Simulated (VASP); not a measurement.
# CdF₂: G0W0 on PBE, by volume over the given one and cell

CdF₂, Fm-3m (no. 225), 3 atoms in the cell. PBE, GW; PAW potentials Cd_GW, F_GW (PBE set).

| Volume over the given one | Cell | Quasiparticle gap on the mesh (eV) | Gap of the starting point on the mesh (eV) | Quasiparticle gap at the zone centre (eV) | Starting gap at the zone centre (eV) | Correction of the gap between the band edges on the mesh (eV) | Time (s) |
|---|---|---|---|---|---|---|---|
| 0.94 | scale = 0.94 | 6.01 | 3.52 | 6.53 | 3.71 | 2.49 | 60 |
| 0.97 | scale = 0.97 | 5.85 | 3.40 | 6.41 | 3.64 | 2.45 | 53 |
| 1 | as given | 5.65 | 3.28 | 6.26 | 3.57 | 2.37 | 52 |
| 1.03 | scale = 1.03 | 5.48 | 3.17 | 6.10 | 3.50 | 2.31 | 48 |

Limits: the mesh is coarse: neither the gap nor the screening is converged.

## Input of the first row

INCAR.step1:
```
ALGO = Normal
EDIFF = 1E-8
ENCUT = 600
GGA = PE
ISMEAR = 0
KPAR = 4
LASPH = T
LCHARG = F
LREAL = F
LWAVE = T
NELM = 150
PREC = Accurate
SIGMA = 0.05
```

INCAR.step2, as INCAR.step1 but for:
```
- ALGO = Normal
- NELM = 150
+ ALGO = Exact
+ ISTART = 1
+ LOPTICS = T
+ NBANDS = 180
+ NELM = 1
```

INCAR.step3:
```
ALGO = EVGW0
ENCUT = 600
ENCUTGW = 160
GGA = PE
ISMEAR = 0
ISTART = 1
KPAR = 4
LASPH = T
LCHARG = F
LREAL = F
LWAVE = F
NBANDS = 180
NBANDSGW = 17
NELMGW = 1
NOMEGA = 48
PREC = Accurate
PRECFOCK = Fast
SIGMA = 0.05
```

KPOINTS:
```
k-points
0
Gamma
  3 3 3
```

POSCAR:
```
CdF2
1.0
    0.0000000000      2.6390049769      2.6390049769
    2.6390049769      0.0000000000      2.6390049769
    2.6390049769      2.6390049769      0.0000000000
Cd F
1 2
Direct
    0.0000000000      0.0000000000      0.0000000000
    0.7500000000      0.7500000000      0.7500000000
    0.2500000000      0.2500000000      0.2500000000
```

Commands (each step's output is kept before the next begins):
```
cat potpaw_PBE.64/Cd_GW/POTCAR potpaw_PBE.64/F_GW/POTCAR > POTCAR
cp INCAR.step1 INCAR
mpirun -np 4 vasp_std > vasp.out
cp INCAR.step2 INCAR
mpirun -np 4 vasp_std > vasp.out
cp INCAR.step3 INCAR
mpirun -np 4 vasp_std > vasp.out
```

VASP 6.6.1 took 60 s on 4 cores (Intel Xeon Platinum 8259CL @ 2.50GHz (Skylake/Cascade Lake)), a shared host.
